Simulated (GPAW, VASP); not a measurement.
This is a calculation of MgS (Niningerite) for VASP 6.6.1. 

File INCAR:

```
SYSTEM = MgS
PREC = Accurate
ENCUT = 550
EDIFF = 1E-7
ISMEAR = 0
SIGMA = 0.02
LREAL = .False.
LASPH = .True.
NELM = 80
ALGO = Normal
ISIF = 2
LWAVE = .False.
LCHARG = .False.
GGA = PE
```

File KPOINTS:

```
regular mesh
0
Gamma
  9 9 9
  0 0 0
```

Contents of POSCAR:

```
MgS
1.0
    0.0000000000      2.6016500000      2.6016500000
    2.6016500000      0.0000000000      2.6016500000
    2.6016500000      2.6016500000      0.0000000000
S Mg
1 1
Cartesian
    2.6016500000      2.6016500000      2.6016500000
    0.0000000000      0.0000000000      0.0000000000
```

Potentials or basis: VASP PAW PBE potentials, release 64 (S_GW, Mg_GW).

Command:

```console
$ cat potpaw_PBE.64/S_GW/POTCAR potpaw_PBE.64/Mg_GW/POTCAR > POTCAR
$ mpirun -np 1 vasp_std > vasp.out
```

**Question.** Set up the same calculation for GPAW 26.7.0 (ASE script). Potentials or basis there: GPAW PAW data sets (gpaw-data 1.2.1), cutoff 800 eV.

**Answer.** As run (cutoffs and basis follow the program's own potentials, and thresholds, step limits or extra output files can differ):

The input run.py:

```python
from ase.dft.bandgap import bandgap
from ase.io import read, write
from ase.units import GPa
from gpaw import GPAW, PW

atoms = read('POSCAR')

calc = GPAW(mode=PW(800),
            xc='PBE',
            kpts={'size': (9, 9, 9), 'gamma': True},
            occupations={'name': 'methfessel-paxton', 'order': 0, 'width': 0.02},
            nbands=16,
            convergence={'density': 1e-05, 'energy': 1e-05},
            maxiter=150,
            txt='gpaw.txt')
atoms.calc = calc
energy = atoms.get_potential_energy()
forces = atoms.get_forces()
stress = atoms.get_stress()
calc.write('gs.gpw')
write('result.traj', atoms)
print(f'Energy: {energy:.6f} eV')
print('Forces (eV/A):')
print(forces.round(4))
print('Stress (GPa):', (stress / GPa).round(3))
print('Fermi level:', round(calc.get_fermi_level(), 4), 'eV')
print(f'Gap: {bandgap(calc)[0]:.4f} eV, direct: {bandgap(calc, direct=True)[0]:.4f} eV')
```

Contents of POSCAR:

```
MgS
1.0
    0.0000000000      2.6016500000      2.6016500000
    2.6016500000      0.0000000000      2.6016500000
    2.6016500000      2.6016500000      0.0000000000
S Mg
1 1
Direct
    0.5000000000      0.5000000000      0.5000000000
    0.0000000000      0.0000000000      0.0000000000
```

Potentials or basis: GPAW PAW data sets (gpaw-data 1.2.1), pw.

Command:

```sh
$ OMP_NUM_THREADS=1 python run.py
```

Both were run:

|  | VASP | GPAW |
| --- | --- | --- |
| Pressure | 0.9 GPa | 1.1 GPa |

The potentials hold 8 and 16 valence electrons a cell.

Pressure is positive in compression.
